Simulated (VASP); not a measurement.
Write the native input for VASP 6.6.1 that does the following.

| Quantity | Value |
| --- | --- |
| Task | single point |
| Functional | vdW-DF |
| Potentials or basis | VASP PAW PBE potentials, release 64 (C) |
| Cutoff | 520 eV |
| k mesh | 16 × 16 × 4 |
| Occupations | fermi-dirac, width 0.05 eV |
| Spin | no spin polarisation |
| Further INCAR settings | ALGO = Fast; EDIFF = 1e-06; NBANDS = 16 |

The structure of C lies in POSCAR:

```
C
1.0
    2.4610000000      0.0000000000      0.0000000000
   -1.2305000000      2.1312885187      0.0000000000
    0.0000000000      0.0000000000      6.4396800000
C
4
Direct
    0.0000000000      0.0000000000      0.2500000000
    0.3333333333      0.6666666667      0.2500000000
    0.0000000000      0.0000000000      0.7500000000
    0.6666666667      0.3333333333      0.7500000000
```

The cell was built by a generator and needn't be a form met in nature.

One way to write it, as run:

INCAR

```
  PREC = Accurate
  ENCUT = 520
  EDIFF = 1E-6
  ISMEAR = -1
  SIGMA = 0.05
  LREAL = False
  LASPH = True
  NELM = 100
  ALGO = Fast
  ISIF = 2
  LWAVE = False
  LCHARG = False
  GGA = RE
  LUSE_VDW = True
  AGGAC = 0.0
  NBANDS = 16
```

KPOINTS

```
regular mesh
0
Gamma
  16 16 4
```

Potentials or basis: VASP PAW PBE potentials, release 64 (C).

Run with:

```console
$ cat potpaw_PBE.64/C/POTCAR > POTCAR
$ mpirun -np 1 vasp_std > vasp.out
```

It gave:

The pressure is 7.5 GPa. The band gap on the k mesh is 0.43 eV, direct.

Caveat: the PAW data sets were made with another functional, which shifts forces and pressure a little.

Run time: 61 s on 1 thread of Intel(R) Xeon(R) Platinum 8259CL CPU @ 2.50GHz (Skylake/Cascade Lake), with other jobs on the host, peak memory 0.29 GiB.
